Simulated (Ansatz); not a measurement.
# MgO: the cost of one run

Computed with Ansatz 0.2.0 (DFT LDA, scalar-relativistic, plane waves, PAW, unless a step's input says otherwise).

The COD cell was measured well above room temperature, so it is larger than a cold one.

### 1 The structure to begin with

It takes space group Fm-3m (No. 225, cubic). The conventional cell has a = 4.270 Å, b = 4.270 Å, c = 4.270 Å, α = 90.00°, β = 90.00°, γ = 90.00°. Mg (site symmetry m-3m) is surrounded by 6 O at 2.14 Å. O (site symmetry m-3m) is surrounded by 6 Mg at 2.14 Å.

Structure file:

```
CELL_PARAMETERS angstrom
0.00000 2.13515 2.13515
2.13515 0.00000 2.13515
2.13515 2.13515 0.00000
ATOMIC_POSITIONS crystal
Mg 0.00000 0.00000 0.00000
O 0.50000 0.50000 0.50000
```

The structure comes from the Crystallography Open Database.

### 8 Plan of the scan

Rigid slide and opening across a plane, one cut a cell; the plane is (1 1 1) of the conventional cell, and the faces at the cut hold O and Mg.

- slide along 0 a1 + a2 (2.942 Å): 8 values from 0.000 to 0.875, periodic
- opening across the cut: 6 values from −0.25 to 2.80 Å

Nothing else is relaxed (rigid halves). Energies count from the perfect crystal. Points are written as (first, second).

(The set-up runs are not shown.)

### 9 Grid point (0.250, −0.25 Å)

Contents of input.yaml:

```yaml
crystal:
  lattice:
    - [2.0806186598, -2.0806186598, 0.0]
    - [2.0806186598, 0.0, -2.0806186598]
    - [8.6982917368, 8.1781370718, 7.6579824069]
  atoms:
    - { symbol: Mg, position: [1.0, -0.0954046124, 0.3816184496] }
    - { symbol: Mg, position: [0.3333333333, 0.2803307709, 0.2120102498] }
    - { symbol: Mg, position: [0.6666666667, 0.5288600043, 0.5512266494] }
    - { symbol: Mg, position: [1.0, 0.7773892378, 0.890443049] }
    - { symbol: Mg, position: [0.3333333333, 0.153124621, 0.7208348492] }
    - { symbol: Mg, position: [0.6666666667, 0.6560661542, 0.04240205] }
    - { symbol: O, position: [0.6666666667, 0.5924630793, 0.2968143497] }
    - { symbol: O, position: [0.0, -0.0318015375, 0.1272061499] }
    - { symbol: O, position: [0.3333333333, 0.216727696, 0.4664225495] }
    - { symbol: O, position: [0.6666666667, 0.4652569294, 0.8056389491] }
    - { symbol: O, position: [1.0, 0.8409923127, 0.6360307493] }
    - { symbol: O, position: [0.3333333333, 0.0895215461, 0.9752471489] }
basis:
  ecutwfc: 520.0
kpoints:
  mp_grid: { grid: [9, 9, 2] }
hamiltonian:
  xc: lda
  pseudopotentials: { kind: paw, azcp: { folder: soft_1 } }
scf:
  occupations: { method: gaussian, width: 0.05 }
output:
  forces: true
  stress: true
  eigenvalues: true
```

Launch:

```console
ansatz run input.yaml --threads 2 --pin off --max-ram 4096MiB --backend cpu --events-out ev --progress --plain --runs-dir out
```

What time and memory should one allow on 2 threads of Arm Neoverse N1, shared host?

About 58 s, with a peak of 0.68 GiB.
